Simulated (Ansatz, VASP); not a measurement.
# Two plane-wave programs on BN

```
B N
1.0
     7.49472    0.00000    0.00000
    -3.74736    6.49062    0.00000
     0.00000    0.00000    6.63570
B N
18 18
Direct
  0.11111 0.22222 0.25000
  0.11111 0.55556 0.25000
  0.11111 0.88889 0.25000
  0.44444 0.22222 0.25000
  0.44444 0.55556 0.25000
  0.44444 0.88889 0.25000
  0.77778 0.22222 0.25000
  0.77778 0.55556 0.25000
  0.77778 0.88889 0.25000
  0.22222 0.11111 0.75000
  0.22222 0.44444 0.75000
  0.22222 0.77778 0.75000
  0.55556 0.11111 0.75000
  0.55556 0.44444 0.75000
  0.55556 0.77778 0.75000
  0.88889 0.11111 0.75000
  0.88889 0.44444 0.75000
  0.88889 0.77778 0.75000
  0.11111 0.22222 0.75000
  0.11111 0.55556 0.75000
  0.11111 0.88889 0.75000
  0.44444 0.22222 0.75000
  0.44444 0.55556 0.75000
  0.44444 0.88889 0.75000
  0.77778 0.22222 0.75000
  0.77778 0.55556 0.75000
  0.77778 0.88889 0.75000
  0.22222 0.11111 0.25000
  0.22222 0.44444 0.25000
  0.22222 0.77778 0.25000
  0.55556 0.11111 0.25000
  0.55556 0.44444 0.25000
  0.55556 0.77778 0.25000
  0.88889 0.11111 0.25000
  0.88889 0.44444 0.25000
  0.88889 0.77778 0.25000
```

Alike in both runs: task electric field gradients; functional PBE; k mesh 3 × 3 × 3; no spin polarisation.

|  | VASP | Ansatz |
| --- | --- | --- |
| version | VASP 6.6.1 | Ansatz 0.2.0 |
| potentials or method | VASP PAW PBE potentials, release 64 (B, N) | plane-wave PAW, scalar-relativistic |
| plane-wave cutoff (eV) | 520 | 420 |
| occupations | gaussian, width 0.01 eV | fixed |
| valence electrons in the cell | 144 | 144 |

|  | VASP | Ansatz | Ansatz less VASP |
| --- | --- | --- | --- |
| gap on the k mesh at the Fermi level (eV) | 4.43 | 4.43 | +0.006 |
| Vzz of the field gradient on the site that differs most (V/Å²) | 35.3 | 28.3 | -6.95 |

Caveats: an odd mesh through Γ misses points on the zone boundary, where band edges often lie.
